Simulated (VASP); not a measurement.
**SnO2 in VASP: convergence with k mesh**

Input of the first run (k mesh 2 × 2 × 1); the others differ in this setting and in those tied to it:

The input INCAR:

```
SYSTEM = SnO2
  PREC = Accurate
  ENCUT = 400
  EDIFF = 1E-7
  ISMEAR = 0
  SIGMA = 0.02
  LREAL = .False.
  LASPH = .True.
  NELM = 100
  ALGO = Normal
  ISIF = 2
  LWAVE = .False.
  LCHARG = .False.
  GGA = PE
  NBANDS = 35
```

Contents of KPOINTS:

```
Automatic mesh
0
Gamma
  2 2 1
  0 0 0
```

Contents of POSCAR:

```
SnO2
1.0
    3.2305756168      0.0000000000      0.0000000000
   -1.6152878084      2.7977605530      0.0000000000
    0.0000000000      0.0000000000     10.7905620000
Sn O
2 4
Direct
    0.0000000000      0.0000000000      0.0000000000
    0.0000000000      0.0000000000      0.5000000000
    0.3333333333      0.6666666667      0.9058620000
    0.3333333333      0.6666666667      0.5941380000
    0.6666666667      0.3333333333      0.0941380000
    0.6666666667      0.3333333333      0.4058620000
```

Potentials or basis: VASP PAW PBE potentials, release 64 (Sn_d, O_s).

Command:

```sh
$ cat potpaw_PBE.64/Sn_d/POTCAR potpaw_PBE.64/O_s/POTCAR > POTCAR
$ mpirun -np 1 vasp_std > vasp.out
```

Measurements of this composition are mostly on another form, of space group No. 136.

Hardware: 1 thread of Intel(R) Xeon(R) Platinum 8488C (Sapphire Rapids), with other jobs on the host.

Problem. The values tried are 2 × 2 × 1, 3 × 3 × 1, 4 × 4 × 1, 5 × 5 × 2, 7 × 7 × 2, 9 × 9 × 3, 11 × 11 × 3, 13 × 13 × 4, 15 × 15 × 4, loosest first. From which on does the largest force stay within 0.005 eV/Å of the tightest run that finished?

Solution. From 5 × 5 × 2 on.

```csv
k mesh,"energy less the tightest run, at zero smearing (meV/atom)",pressure (GPa),largest force (eV/Å),gap on the mesh (eV),SCF cycles,CPU time (s),peak memory (GiB)
2 × 2 × 1,234.51,2.42,0.418,2.069,22,10,0.18
3 × 3 × 1,28.24,0.57,0.113,2.120,22,12,0.17
4 × 4 × 1,5.02,0.35,0.067,2.056,23,13,0.18
5 × 5 × 2,0.83,0.31,0.053,2.065,23,32,0.18
7 × 7 × 2,0.06,0.31,0.052,2.076,23,46,0.19
9 × 9 × 3,0.00,0.30,0.052,2.054,22,72,0.2
11 × 11 × 3,-0.01,0.31,0.052,2.061,22,74,0.2
13 × 13 × 4,-0.01,0.31,0.052,2.054,22,120,0.25
15 × 15 × 4,0.00,0.30,0.052,2.058,22,170,0.27
```

Against the tightest run, the energy stays within 1 meV/atom from 5 × 5 × 2 on; the pressure stays within 0.1 GPa from 4 × 4 × 1 on; the gap on the mesh stays within 0.01 eV from 9 × 9 × 3 on. Meshes of other sizes hit other points, so gaps and Fermi surfaces needn't settle smoothly. The tightest run that finished is the yardstick and may itself not be fully converged.

Caveat, for the tightest run too: spin-orbit coupling is left out, which moves the levels of the heavy elements; an odd mesh through Γ misses points on the zone boundary, where band edges often lie.
